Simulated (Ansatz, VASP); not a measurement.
# WS2 (Tungstenite) in VASP and in Ansatz

INCAR

```
SYSTEM = WS2
ALGO     = Normal         ! electronic algorithm
EDIFF    = 1E-7           ! SCF threshold, eV
ENCUT    = 520            ! plane-wave cutoff, eV
GGA      = PE             ! functional
ISIF     = 2              ! what is computed and relaxed
ISMEAR   = -1             ! smearing method
LASPH    = .TRUE.         ! aspherical terms in the spheres
LCHARG   = .FALSE.        ! write CHGCAR
LREAL    = .FALSE.        ! projectors in reciprocal space
LWAVE    = .FALSE.        ! write WAVECAR
NBANDS   = 35             ! bands
NELM     = 80             ! most SCF steps
PREC     = Accurate       ! precision mode
SIGMA    = 0.05           ! smearing width, eV
```

Contents of KPOINTS:

```
k-points
0
G
  10 10 3
  0 0 0
```

Contents of POSCAR:

```
WS2
1.0
    3.1800000000      0.0000000000      0.0000000000
   -1.5900000000      2.7539607840      0.0000000000
    0.0000000000      0.0000000000     12.5000000000
W S
2 4
Direct
    0.6704130000      0.3321320000      0.7485110000
    0.3515260000      0.6761130000      0.2481590000
    0.6505480000      0.3288460000      0.3705640000
    0.3323830000      0.6657620000      0.8697960000
    0.6835930000      0.3404960000      0.1221550000
    0.3527360000      0.6757840000      0.6264210000
```

Contents of input.yaml:

```yaml
crystal:
  lattice:
    - [3.18, 0.0, 0.0]
    - [-1.59, 2.753960784, 0.0]
    - [0.0, 0.0, 12.5]
  atoms:
    - { symbol: W, position: [0.670413, 0.332132, 0.748511] }
    - { symbol: W, position: [0.351526, 0.676113, 0.248159] }
    - { symbol: S, position: [0.650548, 0.328846, 0.370564] }
    - { symbol: S, position: [0.332383, 0.665762, 0.869796] }
    - { symbol: S, position: [0.683593, 0.340496, 0.122155] }
    - { symbol: S, position: [0.352736, 0.675784, 0.626421] }
hamiltonian:
  xc: pbe
  pseudopotentials: { kind: paw }
kpoints:
  mp_grid: { grid: [10, 10, 3] }
scf:
  occupations: { method: fermi_dirac, width: 0.05 }
output:
  forces: true
  stress: true
  eigenvalues: true
```

Change from the starting cell: atoms moved at random, drawn with an rms of 0.05 Å.

Alike in both runs: task single point; functional PBE; k mesh 10 × 10 × 3; occupations fermi-dirac, width 0.05 eV; no spin polarisation.

|  | VASP | Ansatz |
| --- | --- | --- |
| version | VASP 6.6.1 | Ansatz 0.2.0 |
| potentials or method | VASP PAW PBE potentials, release 64 (W_sv, S) | Ansatz PAW |
| plane-wave cutoff (eV) | 520 | 420 |
| valence electrons in the cell | 52 | 52 |

VASP gave:

| Item | Value |
| --- | --- |
| gap on the k mesh at the Fermi level (eV) | 1.13 |
| least direct gap on the mesh (eV) | 1.91 |
| pressure (GPa) | 5.2 |
| largest component of the traceless stress (GPa) | 3.23 |
| rms of the force components (eV/Å) | 0.584 |

Task: Which values does Ansatz return?

Result: gap on the k mesh at the Fermi level (eV): 1.11; least direct gap on the mesh (eV): 1.89; pressure (GPa): 5.2; largest component of the traceless stress (GPa): 3.24; rms of the force components (eV/Å): 0.584.

Atom by atom the forces differ by 0.001 eV/Å (rms over components).

Caveats: spin-orbit coupling is left out, which moves the levels of the heavy elements; an odd mesh through Γ misses points on the zone boundary, where band edges often lie (VASP); odd divisions of the mesh miss points on the zone boundary, where band edges often lie, so the gap on the mesh can be too wide (Ansatz).
